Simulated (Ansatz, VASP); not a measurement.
Given: the input of a run of VASP 6.6.1 on Na.

The input INCAR:

```
PREC = Accurate
ENCUT = 520
EDIFF = 1E-6
ISMEAR = -1
SIGMA = 0.05
LREAL = F
LASPH = T
NELM = 100
ALGO = Normal
ISIF = 2
LWAVE = F
LCHARG = T
GGA = PE
LELF = T
LVHAR = T
NBANDS = 10
```

File KPOINTS:

```
Automatic mesh
0
Gamma
  9 9 9
```

POSCAR

```
Na
1.0
   -2.1691742836      2.1691742836      2.1691742836
    2.1691742836     -2.1691742836      2.1691742836
    2.1691742836      2.1691742836     -2.1691742836
Na
1
Direct
    0.0000000000      0.0000000000      0.0000000000
```

Potentials or basis: VASP PAW PBE potentials, release 64 (Na_pv).

Command:

```bash
$ cat potpaw_PBE.64/Na_pv/POTCAR > POTCAR
$ mpirun -np 1 vasp_std > vasp.out
```

Question: Translate it to Ansatz 0.2.0. Potentials there: all-electron LAPW, scalar-relativistic.

Answer: As run (the cutoff follows the program's own potentials):

input.yaml

```yaml
crystal:
  lattice:
    - [-2.1691742836, 2.1691742836, 2.1691742836]
    - [2.1691742836, -2.1691742836, 2.1691742836]
    - [2.1691742836, 2.1691742836, -2.1691742836]
  atoms:
    - { symbol: Na, position: [0.0, 0.0, 0.0] }
kpoints:
  mp_grid: { grid: [9, 9, 9] }
scf:
  occupations: { method: fermi_dirac, width: 0.05 }
hamiltonian:
  xc: pbe
  pseudopotentials: { kind: all_electron, lapw: { basis_error: 0.0005 } }
output:
  forces: true
  stress: true
  eigenvalues: true
```

Potentials or basis: all-electron LAPW, scalar-relativistic.

Run with:

```bash
$ ansatz run input.yaml --threads 1 --pin off --max-ram 2560MiB --backend cpu --events-out ev --progress --plain --runs-dir out
```

Both were run:

|  | VASP | Ansatz | Ansatz less VASP |
| --- | --- | --- | --- |
| gap on the k mesh at the Fermi level (eV) | none | none | - |
| pressure (GPa) | -0.7 | -0.6 | +0.03 |

A gap of «none» marks a metal or a gap that the smearing closes. Ansatz ran all-electron here, so the differences hold the error of VASP's frozen core and of both bases.
